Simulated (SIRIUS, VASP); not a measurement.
Given: the input of a run of SIRIUS 7.10.0 on Al2O3 (Corundum). 

File sirius.json:

```json
{
  "control": {
    "processing_unit": "cpu",
    "verbosity": 2,
    "num_bands_to_print": 34,
    "print_forces": true,
    "print_stress": true
  },
  "parameters": {
    "electronic_structure_method": "pseudopotential",
    "xc_functionals": ["XC_GGA_X_PBE", "XC_GGA_C_PBE"],
    "gk_cutoff": 9.2,
    "pw_cutoff": 18.4,
    "ngridk": [7, 7, 7],
    "shiftk": [0, 0, 0],
    "smearing": "fermi_dirac",
    "smearing_width": 0.0018374661,
    "num_bands": 34,
    "num_mag_dims": 0,
    "num_dft_iter": 100,
    "energy_tol": 1e-08,
    "density_tol": 1e-06
  },
  "iterative_solver": {
    "type": "davidson",
    "min_tolerance": 1e-09,
    "tolerance_scale": [0.1, 0.25]
  },
  "mixer": {
    "type": "anderson",
    "beta": 0.7,
    "max_history": 8
  },
  "settings": {
    "tol_ne": 1e-10,
    "pseudo_grid_cutoff": 6.5
  },
  "unit_cell": {
    "lattice_vectors": [
      [0.463966178583, 0.267870998092, 0.844381734473],
      [-0.463966178583, 0.267870998092, 0.844381734473],
      [0.0, -0.535741996204, 0.844381734473]
    ],
    "lattice_vectors_scale": 9.6947165888,
    "atom_coordinate_units": "lattice",
    "atom_types": ["Al", "O"],
    "atom_files": {
      "Al": "Al.json",
      "O": "O.json"
    },
    "atoms": {
      "Al": [
        [0.85216, 0.85216, 0.85216],
        [0.64784, 0.64784, 0.64784],
        [0.14784, 0.14784, 0.14784],
        [0.35216, 0.35216, 0.35216]
      ],
      "O": [
        [0.05668, 0.75, 0.44332],
        [0.75, 0.44332, 0.05668],
        [0.44332, 0.05668, 0.75],
        [0.94332, 0.25, 0.55668],
        [0.25, 0.55668, 0.94332],
        [0.55668, 0.94332, 0.25]
      ]
    }
  }
}
```

Potentials or basis: PseudoDojo 0.4.1 PBE standard (scalar relativistic).

The run is started by

```sh
$ upf_to_json Al.upf
$ upf_to_json O.upf
$ OMP_NUM_THREADS=1 sirius.scf --input=sirius.json --output=out.json --task=0
```

Task: What does the same run look like in VASP 6.6.1? Potentials or basis there: PBE PAW files Al, O, 520 eV.

Result: As run (cutoffs and basis follow the program's own potentials, and thresholds, step limits or extra output files can differ):

File INCAR:

```
SYSTEM = Al2O3
PREC = Accurate
ENCUT = 520
EDIFF = 1E-7
ISMEAR = -1
SIGMA = 0.05
LREAL = .False.
LASPH = .True.
NELM = 60
ALGO = Normal
ISIF = 2
LWAVE = .False.
LCHARG = .False.
GGA = PE
NBANDS = 35
```

Contents of KPOINTS:

```
Automatic mesh
0
Gamma
  7 7 7
  0 0 0
```

POSCAR

```
Al2O3
1.0
    2.3802500000      1.3742379782      4.3318666667
   -2.3802500000      1.3742379782      4.3318666667
    0.0000000000     -2.7484759565      4.3318666667
Al O
4 6
Direct
    0.8521600000      0.8521600000      0.8521600000
    0.6478400000      0.6478400000      0.6478400000
    0.1478400000      0.1478400000      0.1478400000
    0.3521600000      0.3521600000      0.3521600000
    0.0566800000      0.7500000000      0.4433200000
    0.7500000000      0.4433200000      0.0566800000
    0.4433200000      0.0566800000      0.7500000000
    0.9433200000      0.2500000000      0.5566800000
    0.2500000000      0.5566800000      0.9433200000
    0.5566800000      0.9433200000      0.2500000000
```

Potentials or basis: VASP PAW PBE potentials, release 64 (Al, O).

Command:

```console
$ cat potpaw_PBE.64/Al/POTCAR potpaw_PBE.64/O/POTCAR > POTCAR
$ mpirun -np 1 vasp_std > vasp.out
```

Both were run:

|  | SIRIUS | VASP |
| --- | --- | --- |
| Pressure | 6.0 GPa | 7.2 GPa |

The two runs disagree by more than potentials and bases usually give (in gap, levels, pressure or energy); the cause wasn't traced.

Pressure is positive in compression.
